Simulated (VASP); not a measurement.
Wanted: the native input for a VASP 6.6.1 run.

| Item | Value |
| --- | --- |
| Task | band structure |
| Functional | PBEsol |
| Potentials or basis | VASP PAW PBE potentials, release 64 (C) |
| Cutoff | 520 eV |
| k mesh | 14 × 14 × 14 |
| Occupations | gaussian, width 0.03 eV |
| Spin | no spin polarisation |
| Further INCAR settings | ALGO = Normal; EDIFF = 1e-06; NBANDS = 11 |

The structure of C lies in POSCAR:

```
C                                       
1.0
    0.0000000000      1.7774542777      1.7774542777
    1.7774542777      0.0000000000      1.7774542777
    1.7774542777      1.7774542777      0.0000000000
  C             
     2
Direct
     0.0000000000000000    0.0000000000000000    0.0000000000000000
     0.2500000000000000    0.2500000000000000    0.2500000000000000
```

This isn't the form of C at room conditions, which is graphite.

One way to write it, as run:

INCAR

```
PREC = Accurate
ENCUT = 520
EDIFF = 1E-6
ISMEAR = 0
SIGMA = 0.03
LREAL = F
LASPH = T
NELM = 80
ALGO = Normal
ISIF = 2
LWAVE = F
LCHARG = F
GGA = PS
NBANDS = 11
ICORELEVEL = 1
```

KPOINTS

```
Automatic mesh
0
Gamma
  14 14 14
```

KPOINTS_OPT

```
explicit points
159
Reciprocal
 0.0000000000  0.0000000000  0.0000000000 1
 0.0357142857  0.0000000000  0.0357142857 1
 0.0714285714  0.0000000000  0.0714285714 1
 0.1071428571  0.0000000000  0.1071428571 1
 0.1428571429  0.0000000000  0.1428571429 1
 0.1785714286  0.0000000000  0.1785714286 1
[... 151 lines left out ...]
 0.4250000000  0.0000000000  0.4250000000 1
 0.4500000000  0.0000000000  0.4500000000 1
```

Potentials or basis: VASP PAW PBE potentials, release 64 (C).

The run is started by

```sh
$ cat potpaw_PBE.64/C/POTCAR > POTCAR
$ mpirun -np 1 vasp_std > vasp.out
```

Results of the run:

```
Pressure                : 0.7 GPa
Band gap on the k mesh  : 4.03 eV, indirect (least direct gap 5.57 eV)
Band gap along the path : 4.03 eV, indirect (least direct gap 5.57 eV)
```

Caveat: the PAW data sets were made with another functional, which shifts forces and pressure a little.

It took 11 s on 1 thread of AMD EPYC 9R45 96-Core Processor (Zen 5), with other jobs on the host, peak memory 0.1 GiB.
